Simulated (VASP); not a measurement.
Runs of VASP 6.6.1 on CoO. Symmetry: R-3m, No. 166, trigonal system. Conventional cell: a = 3.011 Å, b = 3.011 Å, c = 7.320 Å, α = 90.00°, β = 90.00°, γ = 120.00°. Co (site symmetry -3m) has 6 O at 2.12 Å as nearest neighbours. Around O (site symmetry -3m) lie 6 Co at 2.12 Å. The cell is a database's computed one.

```tsv
task	level	potentials or basis	cell	k mesh	cutoff (eV)	smearing	ladder	gap on the mesh (eV)	pressure (GPa)	moment (μB)
single point	RPBE	VASP PAW PBE potentials, release 64 (Co_GW, O_GW)	as given	11 × 11 × 11	550	gaussian 0.02 eV	-	none	5.3	(a)
relaxation of cell and atoms	PBEsol	VASP PAW PBE potentials, release 64 (Co, O)	relaxed	10 × 10 × 10	600	fermi-dirac 0.05 eV	gaps	none	0.0	2.64
single point	PBE	VASP PAW PBE potentials, release 64 (Co_GW, O_GW)	as given	11 × 11 × 11	550	gaussian 0.1 eV	-	none	-1.2	2.89
single point	PBE	VASP PAW PBE potentials, release 64 (Co, O)	as given	11 × 11 × 11	520	fermi-dirac 0.05 eV	-	none	(b)	2.87
```

Alike in all rows: spin collinear, ferromagnetic start.

Question: Fill in the values left out.

Answer: (a) 2.96; (b) -0.6.

Caveats: a cell with one magnetic atom can't hold antiferromagnetic order, which such compounds often take; semilocal functionals often make such compounds metallic where correlation or magnetic order opens a gap, which also shifts bond lengths; the PAW data sets were made with another functional, which shifts forces and pressure a little (some runs).

A k mesh can miss the band edges.

A gap of «none» marks a metal or a gap under the smearing width.

Not every run made on this cell is shown here.
